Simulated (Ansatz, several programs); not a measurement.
PbTe in the wurtzite structure (it has left that coordination), relaxed with PBE in Ansatz (plane waves, PAW): space group P6_3mc (No. 186), hexagonal; a = 5.530 Å, c = 6.621 Å in the conventional setting, 43.83 Å³ an atom. Around Pb lie 5 Te at 3.19–3.32 Å; around Te lie 5 Pb at 3.19–3.32 Å. The cell was then scaled with its shape and fractional coordinates held, which makes it stiffer than a relaxed compression. All values are calculated for a non-magnetic cell, which may be hypothetical.

```
V (Å³/atom)  E (meV/atom)
     41.205         16.08
     43.835          0.00
     45.150          3.43
     46.465         12.99
```

Problem. Pass a cubic E = c₀ + c₁u + c₂u² + c₃u³, with u = V − 44.164 Å³, through these points.

Solution. c₀ = 0.22, c₁ = +1.345, c₂ = 2.019, c₃ = -0.0834 (meV and Å³).

Problem. Where is the minimum, and what bulk modulus follows?

Solution. dE/du = 0 at u = -0.326, so V₀ = 43.84 Å³. B = V₀ d²E/dV² = 43.84 × (2c₂ + 6c₃u) = 43.84 × 4.201 = 184 meV/Å³, and 1 meV/Å³ is 0.16022 GPa: 30 GPa. A third-order Birch-Murnaghan fit to all five points gives 43.83 Å³ and 29 GPa.

Problem. Predict the energy and the pressure at the withheld volume, 42.520 Å³.

Solution. With u = -1.644: E ≈ 3.84 meV and P = −dE/dV ≈ +0.96 GPa. The run gives 3.79 meV and, from its stress, +0.95 GPa.
